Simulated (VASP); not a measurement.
# Sn (I4_1/amd) in VASP: single point with PBEsol

Aim: the single point of Sn with PBEsol.

All numbers are computed with VASP 6.6.1; they aren't measurements. Logs are shortened: lines on timing, memory, paths and dates and some standing lists are left out, and cuts for length are marked.

### 1 The crystal as given

It takes space group I4_1/amd (No. 141, tetragonal). The conventional cell has a = 5.839 Å, b = 5.839 Å, c = 3.152 Å, α = 90.00°, β = 90.00°, γ = 90.00°. Sn (site symmetry -4m2) has 6 Sn at 3.02 to 3.15 Å as nearest neighbours.

### 2 Single point, PBEsol, non-collinear spin, zero start, spin-orbit coupling

Contents of INCAR:

```
SYSTEM = Sn
PREC = Accurate
ENCUT = 520
EDIFF = 1E-6
ISMEAR = 0
SIGMA = 0.1
LREAL = .FALSE.
LASPH = .TRUE.
NELM = 100
ALGO = Normal
ISIF = 2
LWAVE = .FALSE.
LCHARG = .TRUE.
MAGMOM = 0 0 0 0 0 0
LORBIT = 11
LSORBIT = .TRUE.
GGA_COMPAT = .FALSE.
GGA = PS
LVHAR = .TRUE.
```

Contents of KPOINTS:

```
Automatic mesh
0
G
  16 16 16
  0 0 0
```

Contents of POSCAR:

```
Sn
1.0
   -2.9193500000      2.9193500000      1.5757600000
    2.9193500000     -2.9193500000      1.5757600000
    2.9193500000      2.9193500000     -1.5757600000
Sn
2
Direct
    1.0000000000      1.0000000000      1.0000000000
    0.7500000000      0.2500000000      0.5000000000
```

Potentials or basis: VASP PAW PBE potentials, release 64 (Sn_d).

Command:

```bash
$ cat potpaw_PBE.64/Sn_d/POTCAR > POTCAR
$ mpirun -np 1 vasp_ncl > vasp.out
```

OUTCAR:

```text
SYSTEM = Sn
   PREC = Accurate
   ENCUT = 520
   EDIFF = 1E-6
   ISMEAR = 0
   LREAL = .FALSE.
   LASPH = .TRUE.
   NELM = 100
   ISIF = 2
   LORBIT = 11
   LSORBIT = .TRUE.
   GGA = PS

 ion  position               nearest neighbor table
   1  0.000  0.000  0.000-   2 3.02   2 3.02   2 3.02   2 3.02   2 3.76   2 3.76   2 3.76   2 3.76

   2  0.750  0.250  0.500-   1 3.02   1 3.02   1 3.02   1 3.02   1 3.76   1 3.76   1 3.76   1 3.76

  LATTYP: Found a body centered tetragonal cell.
 ALAT       =     5.8387000000
 C/A-ratio  =     0.5397639886

  Lattice vectors:

 A1 = (  -2.9193500000,   2.9193500000,   1.5757600000)
 A2 = (   2.9193500000,  -2.9193500000,   1.5757600000)
 A3 = (   2.9193500000,   2.9193500000,  -1.5757600000)

Analysis of symmetry for initial positions (statically):
=====================================================================
 Subroutine PRICEL returns:
 Original cell was already a primitive cell.

 Routine SETGRP: Setting up the symmetry group for a
 body centered tetragonal supercell.

 Subroutine GETGRP returns: Found 16 space group operations
 (whereof  8 operations were pure point group operations)
 out of a pool of 16 trial point group operations.

The static configuration has the point symmetry D_2d.
 The point group associated with its full space group is D_4h.

Analysis of symmetry for dynamics (positions and initial velocities):
=====================================================================
 Subroutine PRICEL returns:
 Original cell was already a primitive cell.

 Routine SETGRP: Setting up the symmetry group for a
 body centered tetragonal supercell.

 Subroutine GETGRP returns: Found 16 space group operations
 (whereof  8 operations were pure point group operations)
 out of a pool of 16 trial point group operations.

The dynamic configuration has the point symmetry D_2d.
 The point group associated with its full space group is D_4h.

Analysis of structural, dynamic, and magnetic symmetry:
=====================================================================
 Subroutine PRICEL returns:
 Original cell was already a primitive cell.

 Routine SETGRP: Setting up the symmetry group for a
 body centered tetragonal supercell.

 Subroutine GETGRP returns: Found 16 space group operations
 (whereof  8 operations were pure point group operations)
 out of a pool of 16 trial point group operations.

The overall configuration has the point symmetry D_2d.
 The point group associated with its full space group is D_4h.

 Subroutine INISYM returns: Found 16 space group operations
 (whereof  8 operations are pure point group operations),
 and found     1 'primitive' translations

----------------------------------------------------------------------------------------

                                     Primitive cell

  volume of cell :      53.7183

  direct lattice vectors                    reciprocal lattice vectors
    -2.919350000  2.919350000  1.575760000     0.000000000  0.171271002  0.317307204
     2.919350000 -2.919350000  1.575760000     0.171271002  0.000000000  0.317307204
     2.919350000  2.919350000 -1.575760000     0.171271002  0.171271002  0.000000000

  length of vectors
     4.419075517  4.419075517  4.419075517     0.360579558  0.360579558  0.242213774

  position of ions in fractional coordinates (direct lattice)
     0.000000000  0.000000000  0.000000000
     0.750000000  0.250000000  0.500000000

  ion indices of the primitive-cell ions
   primitive index   ion index
                 1           1
                 2           2

----------------------------------------------------------------------------------------

 KPOINTS: Automatic mesh

Automatic generation of k-mesh.
[... 83 lines left out ...]
   IALGO  =     38    algorithm
   IMIX   =      4    mixing-type and parameters
     AMIX     =   0.40;   BMIX     =  1.00
     AMIX_MAG =   1.60;   BMIX_MAG =  1.00
  volume/ion in A,a.u.               =      26.86       181.25
  Fermi-wavevector in a.u.,A,eV,Ry     =   1.317508  2.489730 23.617377  1.735828
  Thomas-Fermi vector in A             =   2.447544
   LORBIT       =     11    0 simple, 1 ext, 2 COOP (PROOUT), +10 PAW based schemes
   GGA     = PS    functional components
   LHFCALC =     F    Hartree Fock is set to
   AEXX    =    0.0000 exact exchange contribution
   IVDW    =     0    specifies the selected vdW correction
   LEPSILON=     F    determine dielectric tensor
   LRPA    =     F    only Hartree local field effects (RPA)
 Gauss-broadening in eV      SIGMA  =   0.10
  energy-cutoff  :      520.00
  volume of cell :       53.72
 maximum number of plane-waves:      2928
 NGX is ok and might be reduce to    36
   NGX = 17   NGY = 17   NGZ = 17

 number of electron      28.0000000 magnetization       0.0000000      0.0000000      0.0000000

 number of electron      28.0000002 magnetization      -0.0000000     -0.0000000      0.0000000

 number of electron      28.0000002 magnetization      -0.0000000      0.0000000      0.0000000

 Free energy of the ion-electron system (eV)
  ---------------------------------------------------
  ext. energy  EPLUGINS =         0.00000000
  ---------------------------------------------------
  free energy    TOTEN  =        -8.63675333 eV

  energy without entropy =       -8.63214177  energy(sigma->0) =       -8.63444755

 E-fermi :   7.9352     XC(G=0): -10.4983

 val. band max:        7.9234532939   @ k =  -0.1250   0.1250   0.1250
 cond. band min:       7.9412250092   @ k =  -0.2500   0.1250   0.0000
 fundamental gap:      0.0177717153
 Fermi energy:         7.9351902588

 k-point     1 :       0.0000    0.0000    0.0000
  band No.  band energies     occupation
      1     -14.0422      1.00000
      2     -14.0422      1.00000
      3     -14.0286      1.00000
      4     -14.0286      1.00000
      5     -13.9969      1.00000
      6     -13.9969      1.00000
[... 925 lines left out ...]
     35      15.0171      0.00000
     36      15.0258      0.00000

 [... further k-points ...]

------------------------ aborting loop because EDIFF is reached ----------------------------------------

  FORCE on cell =-STRESS in cart. coord.  units (eV):
  Direction    XX          YY          ZZ          XY          YZ          ZX
  --------------------------------------------------------------------------------------
  -------------------------------------------------------------------------------------
  Total       -0.0099353     -0.0099353     -0.0018928      0.0000000      0.0000000      0.0000000
  in kB       -0.2963252     -0.2963252     -0.0564552      0.0000000      0.0000000      0.0000000
  external PRESSURE =      -0.2163685 kB  Pullay stress =       0.0000000 kB

 VOLUME and BASIS-vectors are now :
 -----------------------------------------------------------------------------
  energy-cutoff  :      520.00
  volume of cell :       53.72
      direct lattice vectors                 reciprocal lattice vectors
    -2.919350000  2.919350000  1.575760000     0.000000000  0.171271002  0.317307204
     2.919350000 -2.919350000  1.575760000     0.171271002  0.000000000  0.317307204
     2.919350000  2.919350000 -1.575760000     0.171271002  0.171271002  0.000000000

 POSITION                                       TOTAL-FORCE (eV/Angst)
 -----------------------------------------------------------------------------------
      0.00000      0.00000      0.00000         0.000000     -0.000000     -0.000000
     -0.00000      2.91935      0.78788        -0.000000      0.000000      0.000000
 -----------------------------------------------------------------------------------
    total drift:                                0.000000      0.000000      0.000000

  FREE ENERGIE OF THE ION-ELECTRON SYSTEM (eV)
  ---------------------------------------------------
  free  energy   TOTEN  =        -8.6367533301 eV

  energy  without entropy=       -8.6321417660  energy(sigma->0) =       -8.63444755

 Spin-Orbit-Coupling matrix elements

 Ion:    1  E_soc:     -0.1131474
 l=   1
     0.0000000    -0.0127250    -0.0126248
    -0.0127250     0.0000000    -0.0127250
    -0.0126248    -0.0127250     0.0000000
 l=   2
     0.0000000    -0.0012539     0.0000000    -0.0012539    -0.0049014
    -0.0012539     0.0000000    -0.0036935    -0.0012480    -0.0012274
     0.0000000    -0.0036935     0.0000000    -0.0036935     0.0000000
    -0.0012539    -0.0012480    -0.0036935     0.0000000    -0.0012274
    -0.0049014    -0.0012274     0.0000000    -0.0012274     0.0000000
 l=   3
     0.0000000     0.0000000     0.0000000     0.0000000     0.0000000     0.0000000     0.0000000
     0.0000000     0.0000000     0.0000000     0.0000000     0.0000000     0.0000000     0.0000000
     0.0000000     0.0000000     0.0000000     0.0000000     0.0000000     0.0000000     0.0000000
     0.0000000     0.0000000     0.0000000     0.0000000     0.0000000     0.0000000     0.0000000
     0.0000000     0.0000000     0.0000000     0.0000000     0.0000000     0.0000000     0.0000000
     0.0000000     0.0000000     0.0000000     0.0000000     0.0000000     0.0000000     0.0000000
     0.0000000     0.0000000     0.0000000     0.0000000     0.0000000     0.0000000     0.0000000

 Ion:    2  E_soc:     -0.1131474
 l=   1
     0.0000000    -0.0127250    -0.0126248
    -0.0127250     0.0000000    -0.0127250
    -0.0126248    -0.0127250     0.0000000
 l=   2
     0.0000000    -0.0012539     0.0000000    -0.0012539    -0.0049014
    -0.0012539     0.0000000    -0.0036935    -0.0012480    -0.0012274
     0.0000000    -0.0036935     0.0000000    -0.0036935     0.0000000
    -0.0012539    -0.0012480    -0.0036935     0.0000000    -0.0012274
    -0.0049014    -0.0012274     0.0000000    -0.0012274     0.0000000
 l=   3
     0.0000000     0.0000000     0.0000000     0.0000000     0.0000000     0.0000000     0.0000000
     0.0000000     0.0000000     0.0000000     0.0000000     0.0000000     0.0000000     0.0000000
     0.0000000     0.0000000     0.0000000     0.0000000     0.0000000     0.0000000     0.0000000
     0.0000000     0.0000000     0.0000000     0.0000000     0.0000000     0.0000000     0.0000000
     0.0000000     0.0000000     0.0000000     0.0000000     0.0000000     0.0000000     0.0000000
     0.0000000     0.0000000     0.0000000     0.0000000     0.0000000     0.0000000     0.0000000
     0.0000000     0.0000000     0.0000000     0.0000000     0.0000000     0.0000000     0.0000000

 total charge

# of ion       s       p       d       tot
------------------------------------------
    1        1.230   1.021   9.979  12.231
    2        1.230   1.021   9.979  12.231
--------------------------------------------------
tot          2.461   2.042  19.958  24.461

 magnetization (x)

# of ion       s       p       d       tot
------------------------------------------
    1        0.000   0.000   0.000   0.000
    2        0.000   0.000   0.000   0.000
--------------------------------------------------
tot          0.000   0.000   0.000   0.000

 magnetization (y)

# of ion       s       p       d       tot
------------------------------------------
    1        0.000   0.000  -0.000   0.000
    2        0.000   0.000   0.000   0.000
--------------------------------------------------
tot          0.000   0.000  -0.000   0.000

 magnetization (z)

# of ion       s       p       d       tot
------------------------------------------
    1        0.000   0.000   0.000   0.000
    2        0.000   0.000   0.000   0.000
--------------------------------------------------
tot          0.000   0.000   0.000   0.000
```

Run time: 22 min. Hardware: 1 thread of Intel Xeon Platinum 8375C at 2.90GHz (Ice Lake), shared host; peak memory 0.99 GiB.

What came out:

```
Free energy                                           : -8.6368 eV
Pressure                                              : 0.0 GPa
Net moment                                            : 0.00 μB per cell
Valence electrons inside the program's atomic spheres : Sn 12.23
```

Moments on the atoms (μB; x, y, z):
```
Sn  0.00 0.00 0.00
Sn  0.00 0.00 0.00
```

Caveat: the PAW data sets were made with another functional, which shifts forces and pressure a little.
